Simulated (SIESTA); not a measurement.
Crystal: BaS.

```xyz
2
Lattice="0.0000 3.1938 3.1938 3.1938 0.0000 3.1938 3.1938 3.1938 0.0000" Properties=species:S:1:pos:R:3 pbc="T T T"
Ba    0.0000    0.0000    0.0000
S     3.1938    3.1938    3.1938
```

Base run:

* Program: SIESTA 5.4.2
* Functional: PBE
* Potentials or basis: PseudoDojo 0.4 standard (PBE files)
* Basis: DZP (energy shift 0.003 Ry; two zetas on semicore shells; d shell added on Ba)
* Grid cutoff: 500 Ry
* Energy shift: 0.003 Ry
* k mesh: 7 × 7 × 7
* Occupations: fermi-dirac, width 0.05 eV
* Spin: no spin polarisation

Its results: band gap on the k mesh 2.16 eV, indirect (least direct gap 2.31 eV); pressure 1.9 GPa.

The run is repeated on the same cell with these changes: functional from PBE to PBEsol; potentials or basis from PseudoDojo 0.4 standard (PBE files) to PseudoDojo 0.4 standard (PBEsol files). What comes out?

Band gap on the k mesh 2.06 eV, indirect (least direct gap 2.22 eV); pressure -0.1 GPa.

Caveats: this set's barium file shifts pressures by up to 1 GPa against other sets; spin-orbit coupling is left out, which moves the levels of the heavy elements; the basis of atomic orbitals isn't converged, which shifts pressures, moduli and gaps; an odd mesh through Γ misses points on the zone boundary, where band edges often lie (some runs).
